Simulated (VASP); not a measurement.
Crystal: BaTiO3.

```xyz
5
Lattice="4.0060 0.0000 0.0000 0.0000 4.0060 0.0000 0.0000 0.0000 4.0060" Properties=species:S:1:pos:R:3 pbc="T T T"
Ba    2.0030    2.0030    2.0030
Ti    0.0000    0.0000    0.0000
O     0.0000    0.0000    2.0030
O     0.0000    2.0030    0.0000
O     2.0030    0.0000    0.0000
```

Base run:

| Item | Value |
| --- | --- |
| Program | VASP 6.6.1 |
| Functional | r2SCAN |
| Potentials or basis | VASP PAW PBE potentials, release 64 (Ba_sv, Ti_sv, O) |
| Cutoff | 520 eV |
| k mesh | 6 × 6 × 6 |
| Occupations | gaussian, width 0.02 eV |
| Spin | spin-orbit coupling, no magnetisation |

Its results: pressure 0.3 GPa.

Question: The run is repeated on the same cell with these changes: functional from r2SCAN to PBE. What comes out?

Answer: Pressure 3.4 GPa.

Caveats: the PAW data sets were made with another functional, which shifts forces and pressure a little (some runs).
